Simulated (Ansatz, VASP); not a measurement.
This is a calculation of MgSi for VASP 6.6.1.

The input INCAR:

```
SYSTEM = MgSi
PREC = Accurate
ENCUT = 520
EDIFF = 1E-7
ISMEAR = -1
SIGMA = 0.05
LREAL = .False.
LASPH = .True.
NELM = 100
ALGO = Normal
ISIF = 2
LWAVE = .False.
LCHARG = .False.
GGA = PS
NBANDS = 14
```

Contents of KPOINTS:

```
regular mesh
0
Gamma
  9 9 6
  0 0 0
```

The input POSCAR:

```
MgSi
1.0
    1.4924277230     -5.3895986880      0.0000000000
    1.4924277230      5.3895986880      0.0000000000
    0.0000000000      0.0000000000      4.3110484109
Si Mg
2 2
Direct
    0.5706380000      0.4293620000      0.7500000000
    0.4293620000      0.5706380000      0.2500000000
    0.1683810000      0.8316190000      0.2500000000
    0.8316190000      0.1683810000      0.7500000000
```

Potentials or basis: VASP PAW PBE potentials, release 64 (Si, Mg).

Launch:

```bash
$ cat potpaw_PBE.64/Si/POTCAR potpaw_PBE.64/Mg/POTCAR > POTCAR
$ mpirun -np 1 vasp_std > vasp.out
```

Task: Translate it to Ansatz 0.2.0. Potentials there: Ansatz PAW.

Result: As run (the cutoff follows the program's own potentials):

File input.yaml:

```yaml
crystal:
  lattice:
    - [1.492427723, -5.389598688, 0.0]
    - [1.492427723, 5.389598688, 0.0]
    - [0.0, 0.0, 4.3110484109]
  atoms:
    - { symbol: Si, position: [0.570638, 0.429362, 0.75] }
    - { symbol: Si, position: [0.429362, 0.570638, 0.25] }
    - { symbol: Mg, position: [0.168381, 0.831619, 0.25] }
    - { symbol: Mg, position: [0.831619, 0.168381, 0.75] }
hamiltonian:
  xc: pbesol
  pseudopotentials: { kind: paw }
kpoints:
  mp_grid: { grid: [9, 9, 6] }
scf:
  occupations: { method: fermi_dirac, width: 0.05 }
output:
  forces: true
  stress: true
  eigenvalues: true
```

Potentials or basis: Ansatz PAW.

The run is started by

```console
$ ansatz run input.yaml --threads 1 --pin off --max-ram 3584MiB --backend cpu --events-out ev --progress --plain --runs-dir out
```

Both were run:

|  | VASP | Ansatz | Ansatz less VASP |
| --- | --- | --- | --- |
| gap on the k mesh at the Fermi level (eV) | none | none | - |
| pressure (GPa) | -0.2 | -0.2 | +0.03 |
| largest component of the traceless stress (GPa) | 0.95 | 0.93 | -0.018 |
| rms of the force components (eV/Å) | 0.090 | 0.090 | +0.0005 |

Atom by atom the forces differ by 0.002 eV/Å (rms over components). A gap of «none» marks a metal or a gap that the smearing closes. The two sets of potentials don't hold the same shells in valence.

Caveats: the PAW data sets were made with another functional, which shifts forces and pressure a little (VASP); the PAW data sets come from PBE, with cores solved anew for the run's functional, which leaves a small shift of forces and pressure (Ansatz).
